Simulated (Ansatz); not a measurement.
The geometry is COD entry 1539063, unchecked; take it as a test cell.

An input for HfN: DFT, PBE, all-electron LAPW, scalar-relativistic (Ansatz 0.2.0).

```yaml
crystal:
  lattice:
    - [0.0, 2.259, 2.259]
    - [2.259, 0.0, 2.259]
    - [2.259, 2.259, 0.0]
  atoms:
    - { symbol: Hf, position: [0.0, 0.0, 0.0] }
    - { symbol: "N", position: [0.5, 0.5, 0.5] }
kpoints:
  mp_grid: { grid: [10, 10, 10] }
  band_path:
    path:
      - [0.0, 0.0, 0.0]
      - [0.5, 0.0, 0.5]
      - [0.625, 0.25, 0.625]
      - [0.375, 0.375, 0.75]
      - [0.0, 0.0, 0.0]
      - [0.5, 0.5, 0.5]
      - [0.5, 0.25, 0.75]
      - [0.5, 0.0, 0.5]
    npoints: 8
scf:
  occupations: { method: fermi_dirac, width: 0.03 }
hamiltonian:
  xc: pbe
  pseudopotentials: { kind: all_electron, lapw: { basis_error: 0.001 } }
output:
  forces: true
  stress: true
  eigenvalues: true
  populations: true
  dos: { projected: true, de: 0.2, e_range: [-14, 8] }
```

Set-up and iterations as logged by Ansatz (the results part is left out, to be predicted):

```
Hf: projections on atomic orbitals take those of the free atom 1s2 2s2 2p6 3s2 3p6 3d10 4s2 4p6 4d10 4f14 5s2 5p6 5d2 6s2, of charge +0.00 (hamiltonian.pseudopotentials.projection_atoms)
N: projections on atomic orbitals take those of the free atom 1s2 2s2 2p3, of charge +0.00 (hamiltonian.pseudopotentials.projection_atoms)
LAPW: plane waves up to 9.481 Å⁻¹, error target 1.0e-3 eV per atom; small_component_spin mean_spin; N in spheres of 0.955 Å, 7 of its electrons in bands, Dirac shells []; Hf in spheres of 1.304 Å, 42 of its electrons in bands, Dirac shells []
Engine: ansatz 0.2.0
Pseudopotentials: kind: all_electron
Pseudopotential: Hf, LAPW, valence charge 42, Koelling and Harmon's equation, gaussian nucleus
Pseudopotential: N, LAPW, valence charge 7, Koelling and Harmon's equation, gaussian nucleus
Functional definition: PBE
  parameter kappa = 0.804
  parameter beta = 0.06672455060314922
  exchange = pbe_x(kappa = kappa, mu = beta*pi^2/3)
  correlation = pbe_c(beta = beta)
Crystal: 2 atoms, lattice volume = 23.056 Å³
Basis set: ecut = 342.496874057316 eV, 331 PW (Γ), exchange–correlation at level 2
Bands: 30, of which v1, the nominal top of the filled ones, is band 25 counted from 1 (24 counted from 0)
Symmetry: 48 space group operations
Space group: Fm-3m (ITA 225), of the structure as read, at distance tolerance 2.8e-5 Å
k-points: 47 of 1000
Non-local potential: Hf, projectors of the file, none
Non-local potential: N, projectors of the file, none
Initial density: superposition of atomic densities (chi_scale 0.1, normalization cell, long waves kept (reshape's long-wave potential 0.00 eV rms))
Initial wavefunctions: plane waves of lowest kinetic energy (no species holds an atomic orbital)
Functional: x = pbe(κ = 0.804, μ = 0.2195149727645171), c = pbe(β = 0.06672455060314922)
iter 1 solved again at ethr=9.48e-3 eV; its pass at ethr=1.00e-1 eV (dr2=4.64e0 eV) is discarded
SCF iter   1: F=—  HF=-411745.643251 eV  |F-HF|=—  |Δ(HF+E_count)|=         —  Δρ=1.25e-1  dr2=4.64e0  ethr=9.48e-3  ⟨swp⟩=2.0  Hψ=8770  notcnv=0
SCF iter   2: F=—  HF=-411744.722788 eV  |F-HF|=—  |Δ(HF+E_count)|=   9.20e-1  Δρ=7.61e-2  dr2=1.49e0  ethr=9.47e-3  ⟨swp⟩=3.0  Hψ=4234  notcnv=0
iter 3 solved again at ethr=1.29e-4 eV; its pass at ethr=3.04e-3 eV (dr2=6.32e-2 eV) is discarded
SCF iter   3: F=—  HF=-411743.699233 eV  |F-HF|=—  |Δ(HF+E_count)|=    1.02e0  Δρ=1.50e-2  dr2=6.33e-2  ethr=1.29e-4  ⟨swp⟩=2.0  Hψ=7241  notcnv=0
SCF iter   4: F=—  HF=-411743.697428 eV  |F-HF|=—  |Δ(HF+E_count)|=         —  Δρ=1.47e-3  dr2=3.80e-4  ethr=1.29e-4  ⟨swp⟩=2.0  Hψ=4460  notcnv=0
the basis was enlarged: its passes take 332.7 KiB over the memory plan, 1 of 1 planned eigensolver slots
SCF iter   5: F=—  HF=-411743.688050 eV  |F-HF|=—  |Δ(HF+E_count)|=   9.38e-3  Δρ=3.36e-3  dr2=3.48e-3  ethr=7.76e-7  ⟨swp⟩=3.0  Hψ=4662  notcnv=0
SCF iter   6: F=—  HF=-411743.686605 eV  |F-HF|=—  |Δ(HF+E_count)|=   1.45e-3  Δρ=2.73e-4  dr2=2.01e-5  ethr=7.76e-7  ⟨swp⟩=3.0  Hψ=4380  notcnv=0
SCF iter   7: F=—  HF=-411743.686605 eV  |F-HF|=—  |Δ(HF+E_count)|=   5.62e-7  Δρ=2.91e-5  dr2=5.86e-8  ethr=4.10e-8  ⟨swp⟩=2.0  Hψ=4212  notcnv=0
SCF iter   8: F=-411743.686606 eV  HF=-411743.686606 eV  |F-HF|=8.73e-10  |Δ(HF+E_count)|=   2.41e-7  Δρ=3.06e-6  dr2=7.12e-10  ethr=1.20e-10  ⟨swp⟩=3.0  Hψ=4434  notcnv=0
```

Spin polarisation is left out, and whether a magnetic state lies lower isn't shown here.

Task: What pressure will this run report?

Result: 5.50 GPa (positive in compression).

Task: Is there a band gap?

Result: none: with an odd electron count and no spin polarisation the bands can't all be full, a metal in this set-up (spin order or a larger cell could open a gap).
